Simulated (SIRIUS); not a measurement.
## CdS (Greenockite) under changes of volume

One of the cells (25.121 Å³/atom); the others are scaled copies at fixed shape and fractional positions:

```xyz
4
Lattice="4.1500 0.0000 0.0000 -2.0750 3.5940 0.0000 0.0000 0.0000 6.7370" Properties=species:S:1:pos:R:3 pbc="T T T"
Cd    2.0750    1.1980    3.3685
Cd    0.0000    2.3960    0.0000
S     2.0750    1.1980    5.8949
S     0.0000    2.3960    2.5264
```

| Property | Result |
| --- | --- |
| Program | SIRIUS 7.12.0 |
| Functional | PBEsol |
| Potentials or basis | PseudoDojo 0.4.1 PBEsol standard (scalar relativistic) |
| Cutoff | 1388 eV |
| Density cutoff | 5552 eV |
| k mesh | 7 × 7 × 4 |
| Occupations | fermi-dirac, width 0.05 eV |
| Spin | no spin polarisation |

| volume (Å³/atom) | energy over the lowest point (meV/atom) | pressure (GPa) | gap on the mesh (eV) | largest force (eV/Å) |
| --- | --- | --- | --- | --- |
| 23.614 | ? | ? | ? | ? |
| 24.116 | 2.93 | 1.6 | 1.15 | 0.074 |
| 24.618 | 0.00 | 0.2 | 1.10 | 0.069 |
| 25.121 | 1.07 | -1.0 | 1.06 | 0.065 |
| 25.623 | 5.72 | -2.0 | 1.01 | 0.062 |
| 26.126 | 13.55 | -3.0 | 0.97 | 0.058 |
| 26.628 | 24.22 | -3.9 | 0.92 | 0.054 |

Problem. What does the run at 23.614 Å³/atom give?

Solution. Energy over the lowest point 10.34 meV/atom; pressure 3.1 GPa; gap on the mesh 1.19 eV; largest force 0.078 eV/Å.

Worked out: A Birch-Murnaghan fit of order 3 (a polynomial in V^(-2/3)) to the other rows has its minimum at 24.73 Å³/atom with B0 = V·E''(V) = 61 GPa and B' = 4.6 at fixed shape and positions, which overstates the stiffness. It gives 10.34 meV/atom at 23.614 Å³/atom, against the run's 10.34, and -dE/dV = 3.1 GPa, against 3.1. A straight line through the other rows of the gap, of slope -2.29 eV per unit of ln V, extrapolates to 1.20 eV, against the run's 1.19.

Energies are extrapolated to zero smearing.

Caveats: an odd mesh through Γ misses points on the zone boundary, where band edges often lie. Spin-orbit coupling on Cd is left out.
